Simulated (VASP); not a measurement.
# Al2O3 (Corundum): input slips in a phonon run and what they do, part 3 of 3

Aim: see how common mistakes in a phonon run show up, on Al2O3 (Corundum). The starting structure is a measured crystal structure from the Crystallography Open Database.

VASP 6.6.1.

Results so far: reference Eg (5) 754.4 cm⁻¹; one-sided displacements Eg (5) 751.4 cm⁻¹.

### Step 4. Modes with a loose electronic threshold

Level of this step: LDA; plane waves and PAW (Al, O) (VASP).

A slip made on purpose: a loose electronic threshold. Against step 2 the input has EDIFF = 1E-04 (also changed: NELM).

The input, INCAR:

```
SYSTEM = Al2O3
PREC = Accurate
ENCUT = 520
EDIFF = 1E-04
NELM = 60
ISMEAR = 0
SIGMA = 0.03
LREAL = .FALSE.
ALGO = Normal
GGA = CA
NBANDS = 34
LORBIT = 11
LWAVE = .FALSE.
LCHARG = .FALSE.
KPAR = 16
IBRION = 6
NFREE = 2
POTIM = 0.015
NSW = 1
ISIF = 2
```

The input, POSCAR:

```
Al2O3
1.0
    2.3675317589      1.3668950983      4.3008745291
   -2.3675317589      1.3668950983      4.3008745291
    0.0000000000     -2.7337901966      4.3008745291
Al O
4 6
Direct
    0.1479949731      0.1479949731      0.1479949731
    0.3520050269      0.3520050269      0.3520050269
    0.8520050269      0.8520050269      0.8520050269
    0.6479949731      0.6479949731      0.6479949731
    0.9442605397      0.2500000000      0.5557394603
    0.5557394603      0.9442605397      0.2500000000
    0.2500000000      0.5557394603      0.9442605397
    0.0557394603      0.7500000000      0.4442605397
    0.4442605397      0.0557394603      0.7500000000
    0.7500000000      0.4442605397      0.0557394603
```

The input, KPOINTS:

```
Automatic mesh
0
Gamma
6 6 6
0 0 0
```

PAW data sets: Al and O (LDA family, release 64).

On the command line:

```console
$ mpirun -np 16 vasp_std
```

The program printed:

```text
[... set-up lines as in an earlier step ...]
 entering main loop
       N       E                     dE             d eps       ncg     rms          rms(c)
[... 9 cycles as in an earlier step ...]
DAV:  10    -0.831046806180E+02   -0.52971E-04   -0.48953E-04  2446   0.137E-01
   1 F= -.83104681E+02 E0= -.83104681E+02  d E =-.162940E-19
[... from here on, the cycles between the ionic steps are left out ...]
   2 F= -.83102378E+02 E0= -.83102378E+02  d E =-.315508E-19
   3 F= -.83102356E+02 E0= -.83102356E+02  d E =-.237485E-19
   4 F= -.83102488E+02 E0= -.83102488E+02  d E =-.924229E-21
   5 F= -.83102556E+02 E0= -.83102556E+02  d E =-.168983E-18
   6 F= -.83102545E+02 E0= -.83102545E+02  d E =-.191090E-23
   7 F= -.83102519E+02 E0= -.83102519E+02  d E =-.323652E-16
   8 F= -.83102852E+02 E0= -.83102852E+02  d E =-.155899E-19
   9 F= -.83102854E+02 E0= -.83102854E+02  d E =-.157788E-19
 Finite differences progress:
  Degree of freedom:   4/  4
  Displacement:        2/  2
  Total:               8/  8
```

Wall time 78 s (16 MPI ranks of Intel Xeon Platinum 8375C at 2.90GHz (Ice Lake), shared host); peak memory 8.7 GiB.

From OUTCAR (step 4):

```text
  Total       -0.0427275      0.0377998     -0.0005702     -0.0224938      0.0276581      0.0145972
  in kB       -0.8197450      0.7252058     -0.0109403     -0.4315525      0.5306326      0.2800531
  external PRESSURE =      -0.0351598 kB  Pullay stress =       0.0000000 kB

 POSITION                                       TOTAL-FORCE (eV/Angst)
 -----------------------------------------------------------------------------------
      0.00000      0.00000      1.90952         0.003415      0.002561     -0.019154
      0.00000      0.00000      4.54179         0.000589     -0.002119     -0.017092
      0.00000      0.00000     10.99310         0.018029     -0.033972     -0.034199
      0.00000      0.00000      8.36084         0.036297      0.001375     -0.032739
      1.64368      0.11315      7.51153        -0.082200      0.045335      0.250164
     -0.91984      1.36690      7.52653         0.005331      0.001781      0.007946
     -0.72385     -1.48005      7.52653         0.000465     -0.004445      0.007807
     -1.64368     -0.11315      5.37609         0.049908     -0.027629     -0.071695
      0.91984     -1.36690      5.37609        -0.028433     -0.012547     -0.045484
      0.72385      1.48005      5.37609        -0.003401      0.029660     -0.045554
 -----------------------------------------------------------------------------------
    total drift:                               -0.001032      0.000754      0.007183

  FREE ENERGIE OF THE ION-ELECTRON SYSTEM (eV)
  ---------------------------------------------------
  free  energy   TOTEN  =       -83.1028541264 eV

  energy  without entropy=      -83.1028541264  energy(sigma->0) =      -83.10285413

[... 2 parts as in an earlier step ...]

[... 1 further part left out ...]
[key lines of the parts left out:]
E-fermi :   6.2107
```

With a loose electronic threshold the modes are at the top Eg (5) 769.5, A2g (3) 764.4 cm⁻¹, at the bottom Eu (1) 389.5, A2g (1) 313.4 cm⁻¹, with 14 more of the listed ones between; the largest shift is +17.6 cm⁻¹, in A1g (2), from the reference.

### Step 5. Modes with a k mesh far too coarse

A slip made on purpose: a k mesh far too coarse. Against step 2 the input has a 1×1×1 mesh (also changed: NELM and KPAR).

INCAR, as its differences from that of step 4:

```diff
@@ -3,3 +3,3 @@
 ENCUT = 520
-EDIFF = 1E-04
+EDIFF = 1E-08
 NELM = 60
@@ -14,3 +14,2 @@
 LCHARG = .FALSE.
-KPAR = 16
 IBRION = 6
```

POSCAR is that of step 4.

The input, KPOINTS:

```
Automatic mesh
0
Gamma
1 1 1
0 0 0
```

On the command line:

```console
$ mpirun -np 16 vasp_std
```

The program printed:

```text
[banner, memory and clock lines left out]
running   16 mpi-ranks, on    1 nodes
[...]
[... a notice as in an earlier step ...]

 LDA part: xc-table for (Slater(with rela. corr.)+CA(PZ))
 , standard interpolation
|                                                                             |
|           W    W    AA    RRRRR   N    N  II  N    N   GGGG   !!!           |
|           W    W   A  A   R    R  NN   N  II  NN   N  G    G  !!!           |
|           W    W  A    A  R    R  N N  N  II  N N  N  G       !!!           |
|           W WW W  AAAAAA  RRRRR   N  N N  II  N  N N  G  GGG   !            |
|           WW  WW  A    A  R   R   N   NN  II  N   NN  G    G                |
|           W    W  A    A  R    R  N    N  II  N    N   GGGG   !!!           |
|                                                                             |
|     The number of bands has been changed from the values supplied in        |
|     The orbitals not found in the WAVECAR file will be initialized with     |
[...]
DAV:   1     0.126805521578E+03    0.12681E+03   -0.25712E+04    96   0.950E+02
DAV:   2    -0.842089205118E+02   -0.21101E+03   -0.20502E+03   128   0.207E+02
DAV:   3    -0.905799451398E+02   -0.63710E+01   -0.63613E+01   128   0.343E+01
DAV:   4    -0.906108050715E+02   -0.30860E-01   -0.30860E-01   112   0.277E+00
[...]
DAV:  12    -0.815225438178E+02   -0.15563E-06   -0.14359E-06   112   0.557E-03    0.300E-03
DAV:  13    -0.815225437587E+02    0.59098E-07   -0.14625E-07   128   0.187E-03    0.849E-04
DAV:  14    -0.815225437588E+02   -0.11323E-09   -0.85983E-09    80   0.465E-04
   1 F= -.81522544E+02 E0= -.81522544E+02  d E =-.208749E-30
[... from here on, the cycles between the ionic steps are left out ...]
   2 F= -.81520324E+02 E0= -.81520324E+02  d E =-.733519E-30
   3 F= -.81520293E+02 E0= -.81520293E+02  d E =-.771665E-30
   4 F= -.81518127E+02 E0= -.81518127E+02  d E =-.350762E-30
   5 F= -.81522588E+02 E0= -.81522588E+02  d E =-.142410E-30
   6 F= -.81516399E+02 E0= -.81516399E+02  d E =-.200681E-31
   7 F= -.81524085E+02 E0= -.81524085E+02  d E =-.223194E-29
   8 F= -.81520891E+02 E0= -.81520891E+02  d E =-.377354E-30
   9 F= -.81520891E+02 E0= -.81520891E+02  d E =-.376724E-30
 Finite differences progress:
  Degree of freedom:   4/  4
  Displacement:        2/  2
  Total:               8/  8
```

Elapsed: 6.2 s, on 16 MPI ranks; peak memory 2.2 GiB; 86 s of CPU time.

From OUTCAR (step 5):

```text
  Total       -1.8246063     -1.7704219      0.1714379     -0.0147111      0.0431031      0.0236803
  in kB      -35.0058591    -33.9663079      3.2891097     -0.2822389      0.8269521      0.4543170
  external PRESSURE =     -21.8943525 kB  Pullay stress =       0.0000000 kB

 POSITION                                       TOTAL-FORCE (eV/Angst)
 -----------------------------------------------------------------------------------
      0.00000      0.00000      1.90952        -0.001207     -0.004651     -0.164117
      0.00000      0.00000      4.54179         0.004569      0.005567      0.134032
      0.00000      0.00000     10.99310         0.015052     -0.026605      0.113576
      0.00000      0.00000      8.36084         0.028344      0.000342     -0.180786
      1.64368      0.11315      7.51153        -0.344166     -0.397486      0.220289
     -0.91984      1.36690      7.52653         0.526222      0.003507      0.019717
     -0.72385     -1.48005      7.52653        -0.254986      0.434371      0.019572
     -1.64368     -0.11315      5.37609         0.316757      0.412381     -0.070282
      0.91984     -1.36690      5.37609        -0.545033     -0.014276     -0.046057
      0.72385      1.48005      5.37609         0.254446     -0.413149     -0.045946
 -----------------------------------------------------------------------------------
    total drift:                               -0.000002      0.000004      0.000247

  FREE ENERGIE OF THE ION-ELECTRON SYSTEM (eV)
  ---------------------------------------------------
  free  energy   TOTEN  =       -81.5208911936 eV

  energy  without entropy=      -81.5208911936  energy(sigma->0) =      -81.52089119

[... 1 part as in an earlier step ...]

[... 2 further parts left out ...]
[key lines of the parts left out:]
E-fermi :   6.4032
```

With a k mesh far too coarse the modes are at the top Eg (5) 776.1, A2g (3) 770.4 cm⁻¹, at the bottom A2g (1) 316.2, Eg (1) 306.1 cm⁻¹, with 14 more of the listed ones between; the largest shift is -67.9 cm⁻¹, in Eg (1), from the reference.

### Step 6. Modes with low precision and real-space projectors

A slip made on purpose: low precision and real-space projectors. Against step 2 the input has PREC = Low and LREAL = Auto (also changed: NELM).

The input, INCAR:

```
SYSTEM = Al2O3
PREC = Low
ENCUT = 520
EDIFF = 1E-08
NELM = 60
ISMEAR = 0
SIGMA = 0.03
LREAL = Auto
ALGO = Normal
GGA = CA
NBANDS = 34
LORBIT = 11
LWAVE = .FALSE.
LCHARG = .FALSE.
KPAR = 16
IBRION = 6
NFREE = 2
POTIM = 0.015
NSW = 1
ISIF = 2
```

POSCAR is that of step 5.

The input, KPOINTS:

```
Automatic mesh
0
Gamma
6 6 6
0 0 0
```

On the command line:

```console
$ mpirun -np 16 vasp_std
```

The program printed:

```text
[... set-up lines as in an earlier step ...]
 entering main loop
       N       E                     dE             d eps       ncg     rms          rms(c)
DAV:   1     0.223158452194E+03    0.22316E+03   -0.25689E+04  2176   0.135E+03
DAV:   2    -0.791467798755E+02   -0.30231E+03   -0.29135E+03  2786   0.294E+02
DAV:   3    -0.915846997893E+02   -0.12438E+02   -0.12397E+02  2796   0.610E+01
DAV:   4    -0.916760489564E+02   -0.91349E-01   -0.91292E-01  2728   0.606E+00
[...]
DAV:  12    -0.832118521336E+02   -0.14822E-06   -0.37094E-06  2690   0.131E-02    0.632E-03
DAV:  13    -0.832118518093E+02    0.32424E-06   -0.12309E-06  2678   0.650E-03    0.151E-03
DAV:  14    -0.832118518070E+02    0.23497E-08   -0.47234E-08  2422   0.131E-03
   1 F= -.83211852E+02 E0= -.83211852E+02  d E =-.434128E-20
[... from here on, the cycles between the ionic steps are left out ...]
   2 F= -.83210774E+02 E0= -.83210774E+02  d E =-.159254E-19
   3 F= -.83210751E+02 E0= -.83210751E+02  d E =-.173675E-19
   4 F= -.83209265E+02 E0= -.83209265E+02  d E =-.422458E-21
   5 F= -.83209750E+02 E0= -.83209750E+02  d E =-.803087E-19
   6 F= -.83210432E+02 E0= -.83210432E+02  d E =-.826680E-24
   7 F= -.83209483E+02 E0= -.83209483E+02  d E =-.167021E-16
   8 F= -.83210505E+02 E0= -.83210505E+02  d E =-.741502E-20
   9 F= -.83210505E+02 E0= -.83210505E+02  d E =-.740824E-20
 Finite differences progress:
  Degree of freedom:   4/  4
  Displacement:        2/  2
  Total:               8/  8
```

Elapsed: 76 s, on 16 MPI ranks; peak memory 7.2 GiB.

From OUTCAR (step 6):

```text
  Total       -1.0801456     -0.9459246     -1.5720611      0.0376665      0.1298922      0.0122969
  in kB      -20.7230589    -18.1479704    -30.1606698      0.7226472      2.4920371      0.2359215
  external PRESSURE =     -23.0105664 kB  Pullay stress =       0.0000000 kB

 POSITION                                       TOTAL-FORCE (eV/Angst)
 -----------------------------------------------------------------------------------
      0.00000      0.00000      1.90952        -0.010221      0.021180     -0.073499
      0.00000      0.00000      4.54179        -0.011981      0.018614      0.028067
      0.00000      0.00000     10.99310         0.004590     -0.013487      0.010462
      0.00000      0.00000      8.36084         0.022442      0.021227     -0.087922
      1.64368      0.11315      7.51153         0.172884      0.098831      0.293251
     -0.91984      1.36690      7.52653        -0.277036      0.022155      0.001775
     -0.72385     -1.48005      7.52653         0.121271     -0.217712      0.001694
     -1.64368     -0.11315      5.37609        -0.099425     -0.239938     -0.074774
      0.91984     -1.36690      5.37609         0.228000      0.007231     -0.049540
      0.72385      1.48005      5.37609        -0.150524      0.281900     -0.049515
 -----------------------------------------------------------------------------------
    total drift:                                0.131721     -0.198037      0.058235

  FREE ENERGIE OF THE ION-ELECTRON SYSTEM (eV)
  ---------------------------------------------------
  free  energy   TOTEN  =       -83.2105053291 eV

  energy  without entropy=      -83.2105053291  energy(sigma->0) =      -83.21050533

[... 2 parts as in an earlier step ...]

[... 1 further part left out ...]
[key lines of the parts left out:]
E-fermi :   6.2097
```

Three frequencies should lie near zero, those of the translations, and here fewer than three do (the smallest in size are -143.9, -143.9 and -161.2 cm⁻¹), so no mode of this run is used. As printed, the frequencies run from -161.2 to 795.1 cm⁻¹, imaginary ones as negative numbers.

### Step 7. Comparison

```tsv
run	ended	Eg (5)	A2g (3)	A1u (2)	A1g (2)	A2u (1)	Eu (1)	Eg (1)	A2g (1)	core minutes
reference	converged	754.4	751.9	691.1	645.6	397.2	390.1	374.0	312.9	61.4
one-sided displacements	converged	751.4	749.2	685.3	641.2	400.0	390.9	374.0	316.4	21.3
a loose electronic threshold	converged	769.5	764.4	706.9	663.2	407.3	389.5	389.8	313.4	20.8
a k mesh far too coarse	converged	776.1	770.4	682.2	654.2	418.3	374.0	306.1	316.2	1.65
low precision and real-space projectors	finished, not usable	-	-	-	-	-	-	-	-	20.3
```

Modes are in cm⁻¹, degenerate ones as one, matched between runs by symmetry and order. A number in brackets counts the listed modes of one symmetry from the lowest. The symmetry labels come from an automatic analysis and can be wrong where levels nearly coincide. Between the highest four and the lowest four, 10 more are left out. Core minutes are wall time times ranks of the run shown, on a shared host.

### Step 8. What came out

```json
{
 "Eg (5), reference": "754.4 cm⁻¹",
 "A2g (1), reference": "312.9 cm⁻¹",
 "Eg (5), one-sided displacements": "751.4 cm⁻¹",
 "A2g (1), one-sided displacements": "316.4 cm⁻¹",
 "Eg (5), a loose electronic threshold": "769.5 cm⁻¹",
 "A2g (1), a loose electronic threshold": "313.4 cm⁻¹",
 "Eg (5), a k mesh far too coarse": "776.1 cm⁻¹",
 "A2g (1), a k mesh far too coarse": "316.2 cm⁻¹",
 "run with low precision and real-space projectors": "finished, not usable"
}
```

**Reading.** Finished, but so rough that the translations don't all come out near zero: low precision and real-space projectors. Finished, but with signs in the output that stand out against the reference: one-sided displacements, with modes off by up to -6.7 cm⁻¹, in Eg (4) (signs: a translation at -4 cm⁻¹ instead of zero); a loose electronic threshold, with modes off by up to +18 cm⁻¹, in A1g (2) (signs: a pressure of -0.4 GPa on the undisplaced cell and a translation at -7 cm⁻¹ instead of zero); a k mesh far too coarse, with modes off by up to -68 cm⁻¹, in Eg (1) (signs: a pressure of -2.2 GPa on the undisplaced cell and forces of up to 0.52 eV/Å on the undisplaced atoms). The frequencies are harmonic, and the splitting of polar modes by their long-range field is left out. Further runs on this material are not shown.

[Lines on the potential files, build, host, timing and source positions are cut from VASP's logs without a mark.]

[Logs are printed without paths, hosts, clocks, repeated set-up lines and the standing remarks that a program may print on its own settings, such as how far it seeks lower states.]

[Hosts, paths, dates, database ids (printed as entryN), source tags and the programs' standing remarks are cut or masked in the printed files.]
